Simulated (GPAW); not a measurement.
# GaP: relaxation of the atoms with PBE

**Experimental background.**

“Stacking defects in GaP nanowires: Electronic structure and optical properties”, 2018, arxiv:1810.01194 quotes, for a bulk crystal of GaP at 10 K: band gap 2.34 eV (indirect).

Crystal: GaP.

```
Ga P
1.0
     0.00000    2.72525    2.72525
     2.72525    0.00000    2.72525
     2.72525    2.72525    0.00000
Ga P
1 1
Cartesian
  0.0000 0.0000 0.0000
  4.0879 4.0879 4.0879
```

| Item | Value |
| --- | --- |
| Program | GPAW 26.7.0 |
| Task | relaxation of the atoms |
| Functional | PBE |
| Potentials or basis | GPAW PAW data sets (gpaw-data 1.2.1) |
| Cutoff | 600 eV |
| Basis | pw |
| k mesh | 8 × 8 × 8 |
| Occupations | fermi-dirac, width 0.05 eV |
| Spin | no spin polarisation |
| Maxiter | 150 |
| Optimizer | BFGS |
| Fmax | 0.02 eV/Å |
| Max steps | 60 |
| Convergence | density=1e-05 forces=0.0001 |

```json
{"Band gap on the k mesh": "1.67 eV, indirect (least direct gap 1.89 eV)"}
```

Final structure:
```
Ga P
1.0
     0.00000    2.72525    2.72525
     2.72525    0.00000    2.72525
     2.72525    2.72525    0.00000
Ga P
1 1
Direct
  0.00000 0.00000 0.00000
  0.75000 0.75000 0.75000
```

Levels at points of the mesh, in eV from the valence-band top:
```csv
k point,band 1,band 2,band 3,band 4,band 5,band 6,band 7
"(0.00, 0.00, 0.00)",-12.46,0.00,0.00,0.00,1.89,3.93,3.93
"(0.50, 0.50, 0.00)",-9.66,-6.72,-2.66,-2.66,1.67,1.85,10.64
"(0.50, 0.50, 0.50)",-10.54,-6.60,-1.11,-1.11,1.73,4.75,4.75
```

It took 11 s on 1 thread of Arm Neoverse V1, on a shared host, peak memory 0.15 GiB.

Measured gap of GaP: 2.34 eV (indirect; 10 K; quoted in “Stacking defects in GaP nanowires: Electronic structure and optical properties”, 2018, arxiv:1810.01194). This calculation gives 1.67 eV (-0.67 eV). Spin-orbit coupling on Ga is left out. The value is that of PBE on a finite k mesh, which can miss the band edges, without temperature or zero-point motion. Semilocal functionals fall short of measured gaps as a rule.

Caveat: the density grid can change from cell to cell, which puts small steps into energies and stress; the relaxation stopped at its first step, so nothing moved; later steps reuse the first step's grids.
